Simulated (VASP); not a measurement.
# TiAl under changes of volume

One of the cells (15.989 Å³/atom); the others are scaled copies at fixed shape and fractional positions:

```
Ti Al
1.0
     3.17405    0.00000    0.00000
     0.00000    3.17405    0.00000
     0.00000    0.00000    3.17405
Ti Al
1 1
Direct
  0.00000 0.00000 0.00000
  0.50000 0.50000 0.50000
```

The cell comes from a database or a generator and needn't be the stable form of this composition.

```yaml
Program: VASP 6.6.1
Functional: r2SCAN
Potentials_or_basis: VASP PAW PBE potentials, release 64 (Ti_sv, Al)
Cutoff: 520 eV
k_mesh: 8 × 8 × 8
Occupations: fermi-dirac, width 0.05 eV
Spin: no spin polarisation
```

| volume (Å³/atom) | energy over the lowest point (meV/atom) | pressure (GPa) |
| --- | --- | --- |
| 15.349 | ? | ? |
| 15.669 | 2.52 | 2.5 |
| 15.989 | 0.00 | 0.0 |
| 16.308 | 2.30 | -2.3 |
| 16.628 | 8.96 | -4.4 |

**Question.** What does the run at 15.349 Å³/atom give?

**Answer.** Energy over the lowest point 10.33 meV/atom; pressure 5.3 GPa.

Worked out: A Birch-Murnaghan fit of order 2 (a polynomial in V^(-2/3)) to the other rows has its minimum at 15.99 Å³/atom with B0 = V·E''(V) = 121 GPa. It gives 10.37 meV/atom at 15.349 Å³/atom, against the run's 10.33, and -dE/dV = 5.4 GPa, against 5.3.

Energies are extrapolated to zero smearing.

Caveats: the PAW data sets were made with another functional, which shifts forces and pressure a little.
